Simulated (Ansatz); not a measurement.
# InP (F-43m): the HSE06 gap against the k mesh of the hybrid

Aim: see how gap, energy and time of InP (F-43m) follow the k mesh of the hybrid.

Calculated with Ansatz 0.2.0; DFT, HSE06, plane waves, PAW; PAW set soft_1.

## (1) Set-up

The structure is cubic, space group F-43m (No. 216). Conventional cell: a = 5.869 Å, b = 5.869 Å, c = 5.869 Å, α = 90.00°, β = 90.00°, γ = 90.00°. Nearest to In lie 4 P at 2.54 Å. P has 4 In at 2.54 Å nearest. Farther neighbours are not listed.

The cell and positions come from the Crystallography Open Database and are kept as given unless a step says otherwise.

## (2) k mesh of the hybrid: 2×2×2

File input.yaml:

```yaml
crystal:
  lattice:
    - [0.0, 2.93435, 2.93435]
    - [2.93435, 0.0, 2.93435]
    - [2.93435, 2.93435, 0.0]
  atoms:
    - { symbol: In, position: [0.0, 0.0, 0.0] }
    - { symbol: P, position: [0.25, 0.25, 0.25] }
kpoints:
  mp_grid: { grid: [2, 2, 2] }
  band_path:
    path:
      - [0.0, 0.0, 0.0]
      - [-0.5, -0.5, 0.0]
      - [-0.375, -0.375, 0.25]
      - [-0.375, 0.0, 0.375]
      - [0.0, 0.0, 0.5]
      - [-0.5, -0.25, 0.25]
    npoints: 1
hamiltonian:
  xc: hse06
  pseudopotentials: { kind: paw, azcp: { folder: soft_1 } }
scf:
  occupations: { method: fixed }
  n_extra_bands: 4
output:
  eigenvalues: true
```

The run is started by

```console
ansatz run input.yaml --threads 3 --pin off --max-ram 92160MiB --backend cuda --events-out ev --progress --plain --runs-dir out --devices 1 --max-vram 13GiB
```

Numbers of over 12 decimals in the logs are rounded to 6 here.

Log:

```text
scf.n_extra_bands = 4 over 9 filled bands (N_el = 18.0): the run solves 13 bands
exact exchange: scf.exx.singularity resolves to wigner_seitz, which cuts the screened interaction at the faces of the exchange supercell's Wigner-Seitz cell, so that each pair interacts once, at the shortest of its separations (the periodic images that this leaves out come, for a point-like exchange hole, to about 0.078 eV on a filled level). The cut falls within the interaction's reach, and what an exchange supercel [...]
GPUs: using 1 of 1 available (devices: 1).
Engine: ansatz 0.2.0, x86_64-unknown-linux-gnu
Pseudopotentials: kind: paw
Pseudopotential: In, paw, valence charge 13, recommended cutoff 420 eV (normal), soft_1/In.paw.azcp
Pseudopotential: P, paw, valence charge 5, recommended cutoff 420 eV (normal), soft_1/P.paw.azcp
Functional definition: HSE06
  parameter a = 0.25
  parameter omega = 0.11/bohr
  exchange = pbe_x - a*pbe_x_sr(omega) + a*exact_x_sr(omega)
  correlation = pbe_c
davidson cushion auto → on  (no smearing: the cushion is to keep the highest requested band from converging to the state above it; pin scf.eigensolver.cushion to override)
device memory: the entry about to start is reckoned to put 0.8 GiB on a device that reports 42.9 GiB free (of which the cap on the GPU budget leaves the run 13.0 GiB)
GPU FFT provider: cuFFT
GPU libraries: cuBLAS 13.8.2, cuFFT 12.4.0, cuSOLVER 12.3.4
Crystal: 2 atoms, lattice volume = 50.532 Å³
Basis set: ecut = 420 eV, 965 PW (Γ)
Bands: 13, of which v1, the nominal top of the filled ones, is band 9 counted from 1 (8 counted from 0)
Symmetry: 24 space group operations
Space group: F-43m (ITA 216), of the structure as read, at distance tolerance 3.7e-5 Å
k-points: 3 of 8
Non-local potential: In, projectors of the file, l = 0: 2, l = 1: 2, l = 2: 2, l = 3: 1
Non-local potential: P, projectors of the file, l = 0: 2, l = 1: 2, l = 2: 1
PAW form: soft (Blöchl's): semilocal exchange-correlation on the pseudo side does not see the compensation charge
PAW frozen core: In, regenerated for the run's functional, and the local potential with it (the file was generated under x = pbe(κ = 0.804, μ = 0.219515), c = pbe(β = 0.066725))
PAW frozen core: P, regenerated for the run's functional, and the local potential with it (the file was generated under x = pbe(κ = 0.804, μ = 0.219515), c = pbe(β = 0.066725))
PAW one-centre angular grid: In, 590 points (default); XC on 64 Gauss nodes
PAW one-centre angular grid: P, 110 points (default); XC on 64 Gauss nodes
Initial density: superposition of atomic densities (chi_scale 0.1, normalization cell, long waves kept (reshape's long-wave potential 0.00 eV rms))
Initial wavefunctions: pseudopotential atomic-orbital guess
GPU buffer pool allocated for 27000 grid points (all kernels)
GPU transforms: local potential and band sums: pruned to the plane-wave sphere, on 25×27×27
Functional: x = pbe(κ = 0.804, μ = 0.219515), c = pbe(β = 0.066725), warm-up for x = pbe(κ = 0.804, μ = 0.219515) + 0.25 (exact − pbe) at short range (hse, ω = 0.207870 Å⁻¹), c = pbe(β = 0.066725); HSE06 as pw.x's `hse` composes it (authors' and Libxc's form: `xc: wpbeh`)
SCF iter   1: F=—  HF=-6352.702719 eV  |F-HF|=—  |Δ(HF+E_count)|=         —  Δρ=4.63e-2  dr2=1.79e0  ethr=1.00e-1  ⟨swp⟩=5.7  Hψ=132  notcnv=0
preconditioner: auto → none  [insulator: Δε(μ)=0.973 eV  Ē_g=14.436 eV  n_scr=14 (ndim 8)  ℏωp=22.2 eV  f_vac=0.000]
iter 2 solved again at ethr=9.75e-4 eV; its pass at ethr=9.95e-3 eV (dr2=1.76e-1 eV) is discarded
SCF iter   2: F=—  HF=-6352.244934 eV  |F-HF|=—  |Δ(HF+E_count)|=   4.58e-1  Δρ=2.11e-2  dr2=1.71e-1  ethr=9.75e-4  ⟨swp⟩=3.3  Hψ=201  notcnv=0
SCF iter   3: F=—  HF=-6352.232999 eV  |F-HF|=—  |Δ(HF+E_count)|=   1.19e-2  Δρ=8.11e-3  dr2=2.54e-2  ethr=9.52e-4  ⟨swp⟩=2.3  Hψ=91  notcnv=0
SCF iter   4: F=—  HF=-6352.238531 eV  |F-HF|=—  |Δ(HF+E_count)|=   5.53e-3  Δρ=1.29e-3  dr2=4.49e-4  ethr=1.41e-4  ⟨swp⟩=4.0  Hψ=106  notcnv=0
[...]
Frozen-core exchange: fock
SCF iter   1: F=—  HF=-6356.839760 eV  |F-HF|=—  |Δ(HF+E_count)|=         —  Δρ=4.78e-3  dr2=7.41e-3  ethr=1.69e-7  ⟨swp⟩=8.7  Hψ=271  notcnv=0
preconditioner: auto → none  [insulator: Δε(μ)=1.692 eV  Ē_g=16.835 eV  n_scr=14 (ndim 8)  ℏωp=22.2 eV  f_vac=0.066]
SCF iter   2: F=—  HF=-6356.837385 eV  |F-HF|=—  |Δ(HF+E_count)|=   2.37e-3  Δρ=1.10e-3  dr2=1.08e-3  ethr=1.69e-7  ⟨swp⟩=5.0  Hψ=178  notcnv=0
SCF iter   3: F=—  HF=-6356.842183 eV  |F-HF|=—  |Δ(HF+E_count)|=   4.80e-3  Δρ=8.02e-4  dr2=2.17e-4  ethr=1.69e-7  ⟨swp⟩=5.3  Hψ=181  notcnv=0
SCF iter   4: F=—  HF=-6356.842124 eV  |F-HF|=—  |Δ(HF+E_count)|=   5.85e-5  Δρ=8.65e-5  dr2=8.55e-6  ethr=1.69e-7  ⟨swp⟩=3.7  Hψ=129  notcnv=0
SCF iter   5: F=-6356.842194 eV  HF=-6356.842195 eV  |F-HF|=1.29e-6  |Δ(HF+E_count)|=   7.09e-5  Δρ=7.86e-5  dr2=2.06e-6  ethr=1.19e-8  ⟨swp⟩=5.0  Hψ=159  notcnv=0
SCF 2 stopped early in 5 iterations: F = -6356.842194 eV  dr2 = 2.06e-6
  greatest PAW one-centre occupation: 0.983 electrons in one spin orbital (limit 2), on the In atom at site 0 (counted from 0), in its partial waves of l = 2
hybrid outer 1: dexx = +5.417e-3 eV, tail = 1.15e-5 eV
GPU FFT provider: cuFFT
GPU libraries: cuBLAS 13.8.2, cuFFT 12.4.0, cuSOLVER 12.3.4
GPU buffer pool allocated for 27000 grid points (all kernels)
GPU transforms: local potential and band sums: pruned to the plane-wave sphere, on 25×27×27
Exchange kernel: α = 0.2500, screened, ω = 0.2079 Å⁻¹, Wigner–Seitz truncation, v(0) = 740.2742 eV·Å³, q-mesh 2×2×2, nearest image of the exchange supercell L = 8.30 Å, pair-density grid 15×15×15, without the augmentation charges, whose exchange is taken in its separable form by FFT convolution over the k-point mesh (sized by the pseudopotential files, 24×24×24 at the most), smooth part of the exact exchange by density-matrix convolution in up to 197.6 MiB of GPU memory as planned if the GPU has room (build and FFT work areas not counted)
Frozen-core exchange: fock
SCF iter   1: F=—  HF=-6356.842037 eV  |F-HF|=—  |Δ(HF+E_count)|=         —  Δρ=4.01e-5  dr2=5.85e-7  ethr=3.20e-7  ⟨swp⟩=2.3  Hψ=91  notcnv=0
preconditioner: auto → none  [insulator: Δε(μ)=1.722 eV  Ē_g=16.792 eV  n_scr=14 (ndim 8)  ℏωp=22.2 eV  f_vac=0.066]
iter 2 solved again at ethr=6.73e-11 eV; its pass at ethr=2.73e-9 eV (dr2=1.21e-8 eV) is discarded
SCF iter   2: F=-6356.842038 eV  HF=-6356.842038 eV  |F-HF|=6.74e-9  |Δ(HF+E_count)|=   1.80e-7  Δρ=9.22e-6  dr2=4.43e-8  ethr=6.73e-11  ⟨swp⟩=2.7  Hψ=248  notcnv=0  defer=1
SCF 3 converged in 2 iterations: F = -6356.842038 eV  dr2 = 4.43e-8
hybrid outer 2: dexx = +2.020e-7 eV, tail = 1.25e-7 eV, Δε = 7.87e-4 eV (about 1.09e-4 eV left of the loop's levels)
device memory: the entry about to start is reckoned to put 0.3 GiB on a device that reports 33.6 GiB free (of which the cap on the GPU budget leaves the run 13.0 GiB)
NSCF: frozen V_eff on 6 k-points
hybrid SCF converged: 2 outer / 7 inner (+6 warm-up), last move |dexx| = 2.02e-7 eV, tail = 1.25e-7 eV
Stability not checked: this state was not tested for a lower state beside it, because the functional holds exact exchange (a hybrid, or Hartree-Fock), whose exchange loop this test does not read (fock_operator; see scf.lower_state_search)
Free energy (F): -6356.842038 eV
Frozen-core exchange: fock
Harris-Foulkes:  -6356.842038 eV  (|F-HF|=6.74e-9)
Internal energy: -6356.842038 eV  (E = F + TS)
E sigma→0 (E₀):  -6356.842038 eV
Fermi energy:    6.762325 eV
--- Per-component energies (eV) ---
  E_band       = -77.085932
  E_kinetic    = 292.329438
  E_local      = -1337.009750  (includes V_loc(G=0)·N_el)
  E_nonlocal   = 358.050415
  E_hartree    = 539.427739
  E_xc         = -173.033032
  E_vxc        = -121.032056  (∫ρ·V_xc dr)
  E_exx        = -40.801044  (= α·E_x^exact, valence–valence)
  E_paw        = -4777.134874  (= ΣΔE_a)
  E_vpaw       = -266.677808  (= ΣTr[D̂ρ^β])
  E_aug_tail   = 0.000158  (compensation charges beyond the density's cutoff)
  E_ewald      = -1219.106662
  E_core_change = 0.435575  (= ΣΔE_core)
  E_smearing   = -0.000000  (= −TS)
  E_closure    = -0.000000  (closes the sum)
  Σ components = -6356.842038   (vs F -6356.842038, Δ=9.09e-13)
--- Band table (eV) ---
  k-point 0: bands = [... 5 lower, -5.7867, 6.7623, 6.7623, 6.7623, 8.4846, 11.6414, 11.6414, 11.6414]
  k-point 1: bands = [... 5 lower, -3.9098, 0.6081, 5.7066, 5.7066, 9.1414, 12.3841, 12.3841, 14.8478]
  k-point 2: bands = [... 5 lower, -3.1627, 0.5496, 4.2532, 4.2532, 9.1898, 9.8460, 17.3032, 17.6257]
```

It took 12 s on 1 × NVIDIA H100 80GB HBM3 (shared by 6 runs) with 3 threads of AMD EPYC 7R13 (Zen 3), shared host; peak memory 1 GiB.

Numbers from this step:

- gap: 1.722 eV
- valence top at: Γ
- conduction bottom at: Γ
- least direct gap: 1.722 eV
- exact-exchange fraction: 0.25

The gap is direct, at Γ.

## (3) k mesh of the hybrid: 4×4×4

Changes to input.yaml since step 2:

```diff
@@ -9,3 +9,3 @@
 kpoints:
-  mp_grid: { grid: [2, 2, 2] }
+  mp_grid: { grid: [4, 4, 4] }
   band_path:
```

Log:

```text
[...]
GPUs: using 1 of 1 available (devices: 1).
[...]
GPU FFT provider: cuFFT
GPU libraries: cuBLAS 13.8.2, cuFFT 12.4.0, cuSOLVER 12.3.4
Crystal: 2 atoms, lattice volume = 50.532 Å³
Basis set: ecut = 420 eV, 965 PW (Γ)
Bands: 13, of which v1, the nominal top of the filled ones, is band 9 counted from 1 (8 counted from 0)
[... 1 set-up line as in the run before ...]
[...]
k-points: 8 of 64 (time reversal used)
[...]
Internal energy: -6358.484187 eV  (E = F + TS)
E sigma→0 (E₀):  -6358.484187 eV
Fermi energy:    6.580454 eV
[...]
--- Band table (eV; the first three rows and the last of 8) ---
  k-point 0: bands = [... 5 lower, -6.1100, 6.5805, 6.5805, 6.5805, 8.0893, 11.4944, 11.4944, 11.4944]
  k-point 1: bands = [... 5 lower, -5.3796, 2.9130, 5.9818, 5.9818, 9.1673, 12.2399, 12.2399, 12.8172]
  k-point 2: bands = [... 5 lower, -4.2493, 0.3627, 5.5262, 5.5262, 8.8461, 12.2291, 12.2291, 14.6105]
  k-point 7: bands = [... 5 lower, -3.4585, 0.5422, 3.3796, 3.4543, 11.6228, 11.9697, 13.0710, 13.6134]
[key lines of the parts left out:]
Free energy (F): -6358.484187 eV
```

It took 9.5 s on 1 × NVIDIA H100 80GB HBM3 (shared by 6 runs) with 3 threads; peak memory 1 GiB; 8.9 s of CPU time.

This step gave:

- gap: 1.509 eV
- valence top at: Γ
- conduction bottom at: Γ
- least direct gap: 1.509 eV

The gap is 1.509 eV, −0.213 eV from the run before at this level.

## (4) k mesh of the hybrid: 6×6×6

Changes to input.yaml since step 3:

```diff
@@ -9,3 +9,3 @@
 kpoints:
-  mp_grid: { grid: [4, 4, 4] }
+  mp_grid: { grid: [6, 6, 6] }
   band_path:
```

Log:

```text
[...]
GPUs: using 1 of 1 available (devices: 1).
[...]
GPU FFT provider: cuFFT
GPU libraries: cuBLAS 13.8.2, cuFFT 12.4.0, cuSOLVER 12.3.4
Crystal: 2 atoms, lattice volume = 50.532 Å³
Basis set: ecut = 420 eV, 965 PW (Γ)
Bands: 13, of which v1, the nominal top of the filled ones, is band 9 counted from 1 (8 counted from 0)
[... 1 set-up line as in the run before ...]
[...]
k-points: 16 of 216 (time reversal used)
[...]
Internal energy: -6358.569939 eV  (E = F + TS)
E sigma→0 (E₀):  -6358.569939 eV
Fermi energy:    6.564715 eV
[...]
--- Band table (eV; the first three rows and the last of 16) ---
  k-point 0: bands = [... 5 lower, -6.1440, 6.5647, 6.5647, 6.5647, 8.0389, 11.4792, 11.4792, 11.4792]
  k-point 1: bands = [... 5 lower, -5.8062, 4.2963, 6.2394, 6.2394, 9.1295, 11.8924, 11.9504, 11.9504]
  k-point 2: bands = [... 5 lower, -4.9328, 1.6321, 5.7248, 5.7248, 8.9800, 12.2938, 12.2938, 13.7983]
  k-point 15: bands = [... 5 lower, -3.5173, 0.4755, 3.5140, 3.5663, 10.5433, 11.0455, 14.3489, 14.6206]
[key lines of the parts left out:]
Free energy (F): -6358.569939 eV
```

The job ended after 18 s (1 × NVIDIA H100 80GB HBM3 (shared by 6 runs) with 3 threads; peak memory 1.2 GiB).

Numbers from this step:

* gap: 1.474 eV
* valence top at: Γ
* conduction bottom at: Γ
* least direct gap: 1.474 eV

The gap is 1.474 eV, −0.035 eV from the run before at this level.

## (5) The series

Differences are against the last row; a negative gap means that bands overlap, and a run with a band path holds that path's time. Times are wall times on 1 × NVIDIA H100 80GB HBM3 (shared by 6 runs) with 3 threads of AMD EPYC 7R13 (Zen 3), shared host, good to a factor of about two.

```csv
k mesh of the hybrid,gap (eV),direct gap (eV),gap error (eV),energy error (meV/atom),irreducible k,time
2×2×2,1.722,1.722,+0.248,+864.0,3,12 s
4×4×4,1.509,1.509,+0.035,+42.9,8,9.5 s
6×6×6,1.474,1.474,+0.000,+0.0,16,18 s
```

## (6) Outcome

* 2×2×2: 1.722 eV
* 4×4×4: 1.509 eV
* 6×6×6: 1.474 eV

**Reading.** The gap holds to 0.02 eV from 6×6×6 on, the last run itself, so the series does not show convergence. At 2×2×2 the gap is off by +0.248 eV and the energy by +864 meV/atom. The gap is read over the mesh and added points near the edges, so meshes differ mainly through the density and, for a hybrid, the exchange operator.

[Paths, hosts, dates, memory and timing lines, banners, echoed tables and standing remarks are left out of the program output.]

[Logs are printed without paths, hosts, clocks, repeated set-up lines and the standing remarks that a program may print on its own settings, such as how far it seeks lower states.]

[Runs of the session that timed out or met a known fault of the program may be left out.]

[Cells called generated may have been cut or substituted from an entry of the Crystallography Open Database or the Materials Project.]

[Hosts, paths, dates, database ids (printed as entryN), source tags and the programs' standing remarks are cut or masked in the printed files.]
